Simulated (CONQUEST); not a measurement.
MgO under changes of volume

One of the cells (9.221 Å³/atom); the others are scaled copies at fixed shape and fractional positions:

```
Mg O
1.0
     2.96561    0.00000    0.00000
     0.00000    2.96561    0.00000
     0.00000    0.00000    4.19400
Mg O
2 2
Direct
  0.00000 0.00000 0.00000
  0.50000 0.50000 0.50000
  0.00000 0.00000 0.50000
  0.50000 0.50000 0.00000
```

The cell is a database's computed one.

```yaml
Program: CONQUEST 1.3
Functional: PBEsol
Potentials_or_basis: PseudoDojo NC PBEsol, DZP, grid of 32 × 32 × 48 points
k_mesh: 9 × 9 × 6
Occupations: fermi-dirac, width 0.05 eV
Spin: no spin polarisation
```

```csv
volume (Å³/atom),energy over the lowest point (meV/atom),pressure (GPa),gap on the mesh (eV)
8.668,46.88,19.1,5.32
8.853,?,?,?
9.037,14.72,9.3,4.88
9.221,6.19,5.5,4.67
9.406,1.39,2.8,4.47
9.590,0.00,-0.2,4.28
9.775,2.16,-3.4,4.10
```

Problem. What does the run at 8.853 Å³/atom give?

Solution. Energy over the lowest point 27.92 meV/atom; pressure 14.2 GPa; gap on the mesh 5.09 eV.

Worked out: A Birch-Murnaghan fit of order 3 (a polynomial in V^(-2/3)) to the other rows has its minimum at 9.56 Å³/atom with B0 = V·E''(V) = 143 GPa and B' = 5.8. It gives 28.17 meV/atom at 8.853 Å³/atom, against the run's 27.92, and -dE/dV = 13.8 GPa, against 14.2. A straight line through the other rows of the gap, of slope -10.2 eV per unit of ln V, gives 5.09 eV, against the run's 5.09.

Energies are extrapolated to zero smearing.

Caveats: an odd mesh through Γ misses points on the zone boundary, where band edges often lie; the basis of atomic orbitals isn't converged, which shifts pressures, moduli and gaps; the real-space grid breaks the cell's symmetry a little (some runs).
